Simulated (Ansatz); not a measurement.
Runs of Ansatz 0.2.0 on Co. It takes space group P-3m1 (No. 164, trigonal). Conventional cell: a = 2.487 Å, b = 2.487 Å, c = 4.063 Å, α = 90.00°, β = 90.00°, γ = 120.00°. Co (site symmetry 3m) has 12 Co at 2.42 to 2.55 Å as nearest neighbours.

```tsv
task	level	cell	cutoff (eV)	points for each segment of the path	gap on the mesh (eV)	pressure (GPa)	moment (μB)	relaxed volume (Å³/atom)	largest force (eV/Å)
band structure	HSEsol	as given	420	4	none	-3.4	(a)	-	0.15
single point	r2SCANh	as given	500	-	none	-2.0	3.53	-	0.13
relaxation of cell and atoms	HSE06	relaxed	420	-	none	0.0	3.53	11.27	-
single point	HF	as given	420	-	none	74.5	4.10	-	0.47
band structure	HSE06	as given	420	4	none	5.9	3.54	-	0.35
single point	PBE0	as given	420	-	none	5.4	3.53	-	0.35
band structure	HSE03	as given	420	4	none	11.4	3.54	-	0.46
single point	r2SCAN50	as given	500	-	none	34.5	4.10	-	0.28
single point	r2SCAN0	as given	500	-	none	13.3	3.54	-	0.47
single point	B3LYP	as given	420	-	none	(b)	3.53	-	0.28
single point	PBEsol0	as given	420	-	none	-4.9	3.53	-	0.13
relaxation of cell and atoms	HSE03	relaxed	420	-	none	0.0	4.12	12.37	-
```

Alike in all rows: potentials or basis Ansatz PAW; spin collinear, ferromagnetic start; k mesh 6 × 6 × 4; smearing fermi-dirac 0.05 eV; the mesh is coarse, so values aren't converged.

Fill in the values left out.

(a) 3.59; (b) 10.1.

Caveats: all runs use coarse meshes; the magnetic or orbital state may not be the lowest; the PAW data sets come from PBE, with cores solved anew for the run's functional, which leaves a small shift of forces and pressure; the thresholds are loose for stress (some runs); the plane-wave basis is chosen anew once the cell has moved, so the energies of steps on either side of that aren't comparable (some runs); the cell as given lies far from equilibrium (some runs); so large a pressure means that the cell lies far from this level's equilibrium, or that cutoff or potentials fall short (some runs); the pressure holds a Pulay correction of +4.1 GPa for the finite cutoff (some runs).

A gap of «none» marks a metal or a gap under the smearing width.
